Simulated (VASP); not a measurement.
Ho: single point with PBE

Ho:

```
Ho
1.0
    -1.98303    1.98303    1.98303
     1.98303   -1.98303    1.98303
     1.98303    1.98303   -1.98303
Ho
1
Direct
  0.00000 0.00000 0.00000
```

The cell was built by a generator and needn't be a form met in nature.

```yaml
Program: VASP 6.6.1
Task: single point
Functional: PBE
Potentials_or_basis: VASP PAW PBE potentials, release 64 (Ho)
Cutoff: 520 eV
k_mesh: 8 × 8 × 8
Occupations: gaussian, width 0.05 eV
Spin: collinear spin, typed start
Starting_moments: "[4.0] μB"
Dipole_correction: no
Further_INCAR_settings: ALGO = Normal; EDIFF = 1e-06; NBANDS = 20
```

```json
{
  "Pressure": "2.6 GPa",
  "Band gap on the k mesh": "none (metal or under the smearing width)",
  "Net moment": "3.74 μB per cell",
  "Site moments": "Ho +3.56 μB",
  "Valence electrons inside the program's atomic spheres": "Ho 18.55"
}
```

Levels at points of the mesh, in eV from the Fermi level:
Spin up:
```csv
k point,band 10,band 11,band 12,band 13,band 14,band 15
"(0.00, 0.00, 0.00)",-2.71,-2.71,-2.71,2.07,2.07,2.07
"(0.50, 0.00, 0.00)",-2.59,-2.59,-2.32,0.31,0.96,4.13
"(0.50, 0.50, 0.50)",-2.54,-2.54,-1.65,-1.65,6.04,6.04
```
Spin down:
| k point | band 4 | band 5 | band 6 | band 7 | band 8 | band 9 | band 10 | band 11 | band 12 | band 13 |
| --- | --- | --- | --- | --- | --- | --- | --- | --- | --- | --- |
| (0.00, 0.00, 0.00) | -22.01 | -5.15 | -1.02 | -1.02 | -1.02 | 0.15 | 0.15 | 0.15 | 0.70 | 2.52 |
| (0.50, 0.00, 0.00) | -22.01 | -1.99 | -0.96 | -0.89 | -0.86 | 0.02 | 0.07 | 0.11 | 0.54 | 0.68 |
| (0.50, 0.50, 0.50) | -22.51 | -1.32 | -1.32 | -0.80 | -0.80 | -0.80 | 0.00 | 0.00 | 0.00 | 0.40 |

Run time: 94 s on 1 thread of Intel(R) Xeon(R) Platinum 8488C (Sapphire Rapids), with other jobs on the host, peak memory 0.2 GiB.

Caveat: the magnetic or orbital state may not be the lowest; spin-orbit coupling is left out, which moves the levels of the heavy elements. The state reached can hang on the start; a lower one may exist.
